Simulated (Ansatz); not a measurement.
Given:

```
CELL_PARAMETERS angstrom
      2.70656     1.51865     4.38220
     -2.70656     1.51865     4.38220
      0.00000    -3.16924     4.42907
ATOMIC_POSITIONS crystal
  La 0.25089 0.24911 0.25000
  La 0.74911 0.75089 0.75000
  Al 0.00000 0.00000 0.00000
  Al 0.50000 0.50000 0.50000
  O  0.79408 0.70592 0.25000
  O  0.25984 0.78522 0.71461
  O  0.71478 0.24016 0.78539
  O  0.20592 0.29408 0.75000
  O  0.74016 0.21478 0.28539
  O  0.28522 0.75984 0.21461
```

No spin polarisation.

Computed with Ansatz (a first-principles code) PBE, scalar-relativistic without spin-orbit coupling. Γ-centred 8×8×8 mesh, Fermi–Dirac width 0.05 eV.

### Question
Predict the smallest direct gap and space group.

### Answer
The smallest direct gap comes out as 3.89 eV and the space group is C2/c (No. 15).

The cells carry an imposed strain or load. Whether these cells are dynamically stable was not tested. The cell was made from LaAlO3 (space group R-3c, No. 167) by this change: tensor shear ε_yz = −1.00 %.
